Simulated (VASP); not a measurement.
# AlN (P6_3mc) in VASP: phonons with PBE

Aim: the phonons of AlN with PBE.

All numbers are computed with VASP 6.6.1; they aren't measurements. Logs are shortened: lines on timing, memory, paths and dates and some standing lists are left out, and cuts for length are marked.

## (1) Starting point

It takes space group P6_3mc (No. 186, hexagonal). The conventional cell has a = 3.137 Å, b = 3.137 Å, c = 5.007 Å, α = 90.00°, β = 90.00°, γ = 120.00°. Al (site symmetry 3m) is surrounded by 4 N at 1.90 to 1.91 Å. Around N (site symmetry 3m) lie 4 Al at 1.90 to 1.91 Å.

The cell was built by a generator and needn't be a form met in nature.

## (2) Phonons, PBE

The input, POSCAR:

```
AlN
1.0
    3.1373850000      0.0000000000      0.0000000000
   -1.5686925000      2.7170551115      0.0000000000
    0.0000000000      0.0000000000      5.0066390000
Al N
2 2
Direct
    0.3333333333      0.6666666667      0.0000000000
    0.6666666667      0.3333333333      0.5000000000
    0.3333333333      0.6666666667      0.3824680000
    0.6666666667      0.3333333333      0.8824680000
```

The input, INCAR.step1:

```
SYSTEM = AlN
ALGO = Normal ; EDIFF = 1E-8
EDIFFG = -0.002 ; ENCUT = 600
GGA = PE ; IBRION = 2
ISIF = 3 ; ISMEAR = 0
LASPH = .True. ; LCHARG = .False.
LREAL = .False. ; LWAVE = .False.
NELM = 60 ; NSW = 40
PREC = Accurate ; SIGMA = 0.05
```

The input, INCAR.step2:

```
SYSTEM = AlN
ALGO = Normal ; EDIFF = 1E-8
ENCUT = 600 ; GGA = PE
IBRION = 6 ; ISIF = 2
ISMEAR = 0 ; LASPH = .True.
LCHARG = .False. ; LREAL = .False.
LWAVE = .False. ; NELM = 60
NFREE = 2 ; NSW = 1
POTIM = 0.015 ; PREC = Accurate
SIGMA = 0.05
```

The input, KPOINTS:

```
k-points
0
Gamma
  9 9 6
  0 0 0
```

Potentials or basis: VASP PAW PBE potentials, release 64 (Al, N).

Command:

```bash
cat potpaw_PBE.64/Al/POTCAR potpaw_PBE.64/N/POTCAR > POTCAR
cp INCAR.step1 INCAR
mpirun -np 1 vasp_std > vasp.out
cp CONTCAR POSCAR
cp INCAR.step2 INCAR
mpirun -np 1 vasp_std > vasp.out
```

OUTCAR:

```text
SYSTEM = AlN
   EDIFF = 1E-8
   ENCUT = 600
   GGA = PE
   IBRION = 6
   ISIF = 2
   ISMEAR = 0
   LASPH = .True.
   LREAL = .False.
   NELM = 60
   NFREE = 2
   NSW = 1
   POTIM = 0.015
   PREC = Accurate

 ion  position               nearest neighbor table
   1  0.333  0.667  0.000-   4 1.90   4 1.90   4 1.90   3 1.91   2 3.09   2 3.09   2 3.09   2 3.09
                             2 3.09   2 3.09
   2  0.667  0.333  0.500-   3 1.90   3 1.90   3 1.90   4 1.91   1 3.09   1 3.09   1 3.09   1 3.09
                             1 3.09   1 3.09
   3  0.333  0.667  0.382-   2 1.90   2 1.90   2 1.90   1 1.91
   4  0.667  0.333  0.882-   1 1.90   1 1.90   1 1.90   2 1.91

  LATTYP: Found a hexagonal cell.
 ALAT       =     3.1278825639
 C/A-ratio  =     1.6034183382

  Lattice vectors:

 A1 = (   3.1278825639,   0.0000000000,   0.0000000000)
 A2 = (  -1.5639412820,   2.7088257605,   0.0000000000)
 A3 = (   0.0000000000,   0.0000000000,   5.0153042628)

Analysis of symmetry for initial positions (statically):
=====================================================================
 Subroutine PRICEL returns:
 Original cell was already a primitive cell.

 Routine SETGRP: Setting up the symmetry group for a
 hexagonal supercell.

 Subroutine GETGRP returns: Found 12 space group operations
 (whereof  6 operations were pure point group operations)
 out of a pool of 24 trial point group operations.

The static configuration has the point symmetry C_3v.
 The point group associated with its full space group is C_6v.

Analysis of symmetry for dynamics (positions and initial velocities):
=====================================================================
 Subroutine PRICEL returns:
 Original cell was already a primitive cell.

 Routine SETGRP: Setting up the symmetry group for a
 hexagonal supercell.

 Subroutine GETGRP returns: Found 12 space group operations
 (whereof  6 operations were pure point group operations)
 out of a pool of 24 trial point group operations.

The dynamic configuration has the point symmetry C_3v.
 The point group associated with its full space group is C_6v.

 Subroutine INISYM returns: Found 12 space group operations
 (whereof  6 operations are pure point group operations),
 and found     1 'primitive' translations

----------------------------------------------------------------------------------------

                                     Primitive cell

  volume of cell :      42.4941

  direct lattice vectors                    reciprocal lattice vectors
     3.127882564  0.000000000  0.000000000     0.319705097  0.184581824  0.000000000
    -1.563941282  2.708825760  0.000000000     0.000000000  0.369163648  0.000000000
     0.000000000  0.000000000  5.015304263     0.000000000  0.000000000  0.199389698

  length of vectors
     3.127882564  3.127882564  5.015304263     0.369163648  0.369163648  0.199389698

  position of ions in fractional coordinates (direct lattice)
     0.333333333  0.666666667  0.000490302
     0.666666667  0.333333333  0.500490302
     0.333333333  0.666666667  0.381977698
     0.666666667  0.333333333  0.881977698

  ion indices of the primitive-cell ions
   primitive index   ion index
                 1           1
                 2           2
                 3           3
                 4           4

----------------------------------------------------------------------------------------

 KPOINTS: k-points

Automatic generation of k-mesh.
 Grid dimensions read from file:
 generate k-points for:    9    9    6

 Generating k-lattice:

  Cartesian coordinates                     Fractional coordinates (reciprocal lattice)
     0.035522789  0.020509092  0.000000000     0.111111111  0.000000000  0.000000000
     0.000000000  0.041018183  0.000000000     0.000000000  0.111111111  0.000000000
     0.000000000  0.000000000  0.033231616     0.000000000  0.000000000  0.166666667

  Length of vectors
     0.041018183  0.041018183  0.033231616

  Shift w.r.t. Gamma in fractional coordinates (k-lattice)
     0.000000000  0.000000000  0.000000000

 Subroutine IBZKPT returns following result:
 ===========================================
[... 36 lines left out ...]
   NGX,Y,Z   is equivalent  to a cutoff of  14.88, 14.88, 13.26 a.u.
   NGXF,Y,Z  is equivalent  to a cutoff of  29.76, 29.76, 26.52 a.u.
 SYSTEM =  AlN
   PREC   = accura    normal or accurate (medium, high low for compatibility)
   ISTART =      0    job   : 0-new  1-cont  2-samecut
   ICHARG =      2    charge: 1-file 2-atom 10-const
   ISPIN  =      1    spin polarized calculation?
   LNONCOLLINEAR =      F non collinear calculations
   LSORBIT =      F    spin-orbit coupling
   LASPH  =      T    aspherical Exc in radial PAW
   ENCUT  =  600.0 eV  44.10 Ry    6.64 a.u.   6.25  6.25 10.02*2*pi/ulx,y,z
   NELM   =     60;   NELMIN=  2; NELMDL=  0     # of ELM steps
   EDIFF  = 0.1E-07   stopping-criterion for ELM
   LREAL  =      F    real-space projection
   EDIFFG = 0.1E-06   stopping-criterion for IOM
   NSW    =     85    number of steps for IOM
   IBRION =      6    ionic relax: 0-MD 1-quasi-New 2-CG
   NFREE  =      2    steps in history (QN), initial steepest desc. (CG)
   ISIF   =      2    stress and relaxation
   ISYM   =      2    0-nonsym 1-usesym 2-fastsym
   POTIM  = 0.0150    time-step for ionic-motion
   TEBEG  =    0.0;   TEEND  =   0.0 temperature during run
   PSTRESS=    0.0 pullay stress
   NELECT =      16.0000    total number of electrons
   NUPDOWN=      -1.0000    fix difference up-down
   EMIN   =  10.00;   EMAX   =-10.00  energy-range for DOS
   EFERMI =   0.00;   METHOD = LEGACY
   ISMEAR =     0;   SIGMA  =   0.05  broadening in eV -4-tet -1-fermi 0-gaus
   EFERMI_NEDOS =   21; number of points for ismear=-14 and -15
   IALGO  =     38    algorithm
   IMIX   =      4    mixing-type and parameters
     AMIX     =   0.40;   BMIX     =  1.00
     AMIX_MAG =   1.60;   BMIX_MAG =  1.00
  volume/ion in A,a.u.               =      10.62        71.69
  Fermi-wavevector in a.u.,A,eV,Ry     =   1.182148  2.233936 19.013790  1.397474
  Thomas-Fermi vector in A             =   2.318408
   LORBIT       =      0    0 simple, 1 ext, 2 COOP (PROOUT), +10 PAW based schemes
   GGA     = PE    functional components
   LHFCALC =     F    Hartree Fock is set to
   AEXX    =    0.0000 exact exchange contribution
   IVDW    =     0    specifies the selected vdW correction
   LEPSILON=     F    determine dielectric tensor
   LRPA    =     F    only Hartree local field effects (RPA)
 finite differences with symmetry
 non-spin polarized calculation
 Gauss-broadening in eV      SIGMA  =   0.05
  energy-cutoff  :      600.00
  volume of cell :       42.49
 maximum number of plane-waves:      1436
 NGX is ok and might be reduce to    28
   NGX = 13   NGY = 13   NGZ = 21

--------------------------------------- Ionic step        1  -------------------------------------------

 number of electron      15.9999999 magnetization

 Free energy of the ion-electron system (eV)
  ---------------------------------------------------
  ext. energy  EPLUGINS =         0.00000000
  ---------------------------------------------------
  free energy    TOTEN  =       -29.78353722 eV

  energy without entropy =      -29.78353722  energy(sigma->0) =      -29.78353722

------------------------ aborting loop because EDIFF is reached ----------------------------------------

  FORCE on cell =-STRESS in cart. coord.  units (eV):
  Direction    XX          YY          ZZ          XY          YZ          ZX
  --------------------------------------------------------------------------------------
  -------------------------------------------------------------------------------------
  Total        0.0027462      0.0027462     -0.0015695      0.0000000     -0.0000000      0.0000000
  in kB        0.1035411      0.1035411     -0.0591748      0.0000000     -0.0000000      0.0000000
  external PRESSURE =       0.0493024 kB  Pullay stress =       0.0000000 kB
[... 291 lines left out ...]
--------------------------------------- Ionic step        9  -------------------------------------------

 number of electron      16.0000000 magnetization

 Free energy of the ion-electron system (eV)
  ---------------------------------------------------
  ext. energy  EPLUGINS =         0.00000000
  ---------------------------------------------------
  free energy    TOTEN  =       -29.78135404 eV

  energy without entropy =      -29.78135404  energy(sigma->0) =      -29.78135404

 E-fermi :   6.1760     XC(G=0): -10.8360

 val. band max:        5.9580636308   @ k =   0.0000   0.0000   0.0000
 cond. band min:      10.0420390269   @ k =   0.0000   0.0000   0.0000
 fundamental gap:      4.0839753961
 Fermi energy:         6.1759750290

 k-point     1 :       0.0000    0.0000    0.0000
  band No.  band energies     occupation
      1      -9.0966      2.00000
      2      -7.0071      2.00000
      3       0.0587      2.00000
      4       5.1485      2.00000
      5       5.1485      2.00000
      6       5.7917      2.00000
      7       5.7917      2.00000
      8       5.9581      2.00000
      9      10.0420      0.00000
     10      12.5073      0.00000
     11      16.4346      0.00000
     12      17.0299      0.00000
[... 331 lines left out ...]
 k-point    24 :       0.3333    0.3333    0.1667
  band No.  band energies     occupation
      1      -6.6503      2.00000
      2      -6.6469      2.00000
      3       1.3669      2.00000
      4       1.8444      2.00000
      5       1.8550      2.00000
      6       3.3454      2.00000
      7       4.1078      2.00000
      8       4.1301      2.00000
      9      11.4027      0.00000
     10      14.2163      0.00000
     11      14.9492      0.00000
     12      15.0581      0.00000

 [... further k-points ...]

------------------------ aborting loop because EDIFF is reached ----------------------------------------

  FORCE on cell =-STRESS in cart. coord.  units (eV):
  Direction    XX          YY          ZZ          XY          YZ          ZX
  --------------------------------------------------------------------------------------
  -------------------------------------------------------------------------------------
  Total       -0.0722889     -0.0722889      0.1762383      0.0000000      0.0000000      0.0000000
  in kB       -2.7255461     -2.7255461      6.6448043      0.0000000      0.0000000      0.0000000
  external PRESSURE =       0.3979040 kB  Pullay stress =       0.0000000 kB
[... 19 lines left out ...]
  FREE ENERGIE OF THE ION-ELECTRON SYSTEM (eV)
  ---------------------------------------------------
  free  energy   TOTEN  =       -29.7813540350 eV

  energy  without entropy=      -29.7813540350  energy(sigma->0) =      -29.78135404

 INTERNAL STRAIN TENSORS FROM DISPLACED ATOMS
 ============================================

 INTERNAL STRAIN TENSOR FOR ION    1 for displacements in x,y,z  (eV/Angst):
          X           Y           Z          XY          YZ          ZX
  --------------------------------------------------------------------------------
  x     0.00000     0.00000     0.00000    -8.23949     0.00000    -4.92645
  y    -8.23949     8.23949     0.00000    -0.00000    -4.92645     0.00000
  z    -5.08449    -5.08449    11.26525     0.00000     0.00000     0.00000

 INTERNAL STRAIN TENSOR FOR ION    4 for displacements in x,y,z  (eV/Angst):
          X           Y           Z          XY          YZ          ZX
  --------------------------------------------------------------------------------
  x     0.00000     0.00000     0.00000     9.87713     0.00000     4.92311
  y     9.87713    -9.87713    -0.00000    -0.00000     4.92311    -0.00000
  z     5.09190     5.09190   -11.27001     0.00000     0.00000     0.00000

 Eigenvectors and eigenvalues of the dynamical matrix
 ----------------------------------------------------

   1 f  =   21.219607 THz   133.326725 2PiTHz  707.809912 cm-1    87.757205 meV
             X         Y         Z           dx          dy          dz
     -0.000000  1.805884  0.002459     0.000000    0.000000   -0.006883
      1.563941  0.902942  2.510111     0.000000    0.000000    0.006883
     -0.000000  1.805884  1.915734    -0.000000   -0.000000   -0.707073
      1.563941  0.902942  4.423387    -0.000000   -0.000000    0.707073
[... 71 lines left out ...]
  12 f/i=    0.000219 THz     0.001373 2PiTHz    0.007289 cm-1     0.000904 meV
             X         Y         Z           dx          dy          dz
     -0.000000  1.805884  0.002459    -0.000000    0.000000   -0.573738
      1.563941  0.902942  2.510111    -0.000000    0.000000   -0.573738
     -0.000000  1.805884  1.915734    -0.000000    0.000000   -0.413309
      1.563941  0.902942  4.423387    -0.000000    0.000000   -0.413309

 ELASTIC MODULI CONTR FROM IONIC RELAXATION (kBar)
 Direction    XX          YY          ZZ          XY          YZ          ZX
 --------------------------------------------------------------------------------
 XX        -640.4194    317.0311    358.0662      0.0000      0.0000     -0.0000
 YY         317.0311   -640.4194    358.0662     -0.0000     -0.0000     -0.0000
 ZZ         358.0662    358.0662   -792.9251      0.0000     -0.0000      0.0000
 XY           0.0000     -0.0000      0.0000   -478.7253      0.0000      0.0000
 YZ           0.0000     -0.0000     -0.0000      0.0000   -127.3186     -0.0000
 ZX          -0.0000     -0.0000      0.0000      0.0000     -0.0000   -127.3186
 --------------------------------------------------------------------------------
```

Wall time 12 min (1 thread of Intel Xeon Platinum 8259CL at 2.50GHz (Skylake/Cascade Lake), shared host); peak memory 0.37 GiB.

What came out:

* Relaxed volume: 10.62 Å³/atom
* Relaxed cell: a = 3.128 Å, b = 3.128 Å, c = 5.015 Å, α = 90.00°, β = 90.00°, γ = 120.00°
* Space group after relaxing (to 0.05 Å): P6_3mc (No. 186)
* Highest phonon frequency at Γ, LO-TO splitting left out: 708 cm⁻¹

The path:
| step | energy change (eV) | largest force (eV/Å) | pressure (GPa) | volume (Å³) |
| --- | --- | --- | --- | --- |
| 1 | 0.0000 | 0.0078 | -0.89 | 42.68 |
| 2 | -0.0005 | 0.0397 | 0.82 | 42.31 |
| 3 | -0.0009 | 0.0266 | 0.13 | 42.46 |
| 4 | -0.0010 | 0.0117 | 0.06 | 42.48 |
| 5 | -0.0011 | 0.0010 | 0.00 | 42.49 |

Final structure:
```
Al N
1.0
     3.12788    0.00000    0.00000
    -1.56394    2.70883    0.00000
     0.00000    0.00000    5.01530
Al N
2 2
Direct
  0.33333 0.66667 0.00049
  0.66667 0.33333 0.50049
  0.33333 0.66667 0.38198
  0.66667 0.33333 0.88198
```

Phonon frequencies in cm⁻¹ (negative: imaginary):
| q point | frequencies |
| --- | --- |
| (0.000, 0.000, 0.000) | 0 0 0 237 237 537 597 639 639 651 651 708 |
